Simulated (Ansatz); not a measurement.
# BaTiO3: the cost of one run

Program: Ansatz 0.2.0. Level of theory: DFT PBE, scalar-relativistic, plane waves, PAW, unless a step names another level. These are calculated values, not measurements.

1 further run of the same task is left out (set aside as unsound or not needed).

## Step 1: Starting point

Symmetry: R3m, No. 160, trigonal system. The conventional cell has a = 5.726 Å, b = 5.726 Å, c = 7.069 Å, α = 90.00°, β = 90.00°, γ = 120.00°. Around Ba (site symmetry 3m) lie 12 O at 2.78 to 2.98 Å. Ti (site symmetry 3m) is surrounded by 6 O at 1.87 to 2.21 Å. O (site symmetry m) has 2 Ti at 1.87 to 2.21 Å as nearest neighbours.

Structure file:

```cif
data_structure
_symmetry_space_group_name_H-M 'P 1'
_symmetry_Int_Tables_number 1
_cell_length_a 4.0596
_cell_length_b 4.0596
_cell_length_c 4.0596
_cell_angle_alpha 89.693
_cell_angle_beta 89.693
_cell_angle_gamma 89.693
_cell_volume 66.90
loop_
_atom_site_label
_atom_site_type_symbol
_atom_site_fract_x
_atom_site_fract_y
_atom_site_fract_z
_atom_site_occupancy
Ba1 Ba 0.00501 0.00501 0.00501 1
Ti1 Ti 0.51917 0.51917 0.51917 1
O1 O 0.48837 0.48837 0.97779 1
O2 O 0.48837 0.97779 0.48837 1
O3 O 0.97779 0.48837 0.48837 1
```

It is the end of an earlier relaxation with the same method, from a generated guess; it is a trial structure. At a tolerance of 0.02 Å it has space group R3m (No. 160); it has 13.38 Å³/atom, an uncorrected energy of -3.10 eV/atom over the elements and, on its mesh, gap 2.63 eV.

## Step 2: Elastic constants, atoms relaxed

File input.yaml:

```yaml
crystal:
  lattice:
    - [2.863191017, 1.6530641044, 2.3564210855]
    - [-2.863191017, 1.6530641044, 2.3564210855]
    - [0.0, -3.3061282088, 2.3564210855]
  atoms:
    - { symbol: Ba, position: [0.0049604402, 0.0049604402, 0.0049604402] }
    - { symbol: Ti, position: [0.5192105289, 0.5192105289, 0.5192105289] }
    - { symbol: O, position: [0.4883901552, 0.4883901552, 0.9777487706] }
    - { symbol: O, position: [0.4883901552, 0.9777487706, 0.4883901552] }
    - { symbol: O, position: [0.9777487706, 0.4883901552, 0.4883901552] }
basis:
  ecutwfc: 420
kpoints:
  mp_grid: { grid: [6, 6, 6] }
hamiltonian:
  xc: pbe
scf:
  occupations: { method: fixed }
output:
  forces: true
  stress: true
  eigenvalues: true
  polarization: {}
elastic:
  mode: relaxed_ion
  stencil: two_point
```

Command:

```console
ansatz run input.yaml --threads 1 --pin off --max-ram 2560MiB --backend cpu --events-out ev --progress --plain --runs-dir out
```

What time and memory should one allow on 1 thread of Intel Xeon Platinum 8375C at 2.90GHz (Ice Lake), shared host?

About 7.5 min, with a peak of 0.52 GiB.
